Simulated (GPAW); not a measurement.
Crystal: TiC.

```
Ti C
1.0
     0.00000    2.16572    2.16572
     2.16572    0.00000    2.16572
     2.16572    2.16572    0.00000
Ti C
1 1
Direct
  0.00000 0.00000 0.00000
  0.50000 0.50000 0.50000
```

The cell is a database's computed one.

Base run:

* Program: GPAW 26.7.0
* Functional: SCAN
* Potentials or basis: GPAW PAW data sets (gpaw-data 1.2.1)
* Cutoff: 800 eV
* Basis: pw
* k mesh: 11 × 11 × 11
* Occupations: fermi-dirac, width 0.05 eV
* Spin: no spin polarisation

Its results: pressure -1.1 GPa.

Task: After a change of settings the same cell gave: pressure 0.3 GPa. Which change was it?
A. functional from SCAN to BLYP; potentials or basis from GPAW PAW data sets (gpaw-data 1.2.1) to PAW data sets generated in the run's folder for this functional
B. functional from SCAN to PBEsol; potentials or basis from GPAW PAW data sets (gpaw-data 1.2.1) to PAW data sets generated in the run's folder for this functional
C. functional from SCAN to LDA; potentials or basis from GPAW PAW data sets (gpaw-data 1.2.1) to the program's PAW data sets (release 1.2.1) made for this functional
D. functional from SCAN to r2SCAN

Result: D.

Caveats: the PAW data sets were made with another functional, which shifts forces and pressure a little.

Runs at the PBE level aren't shown here.
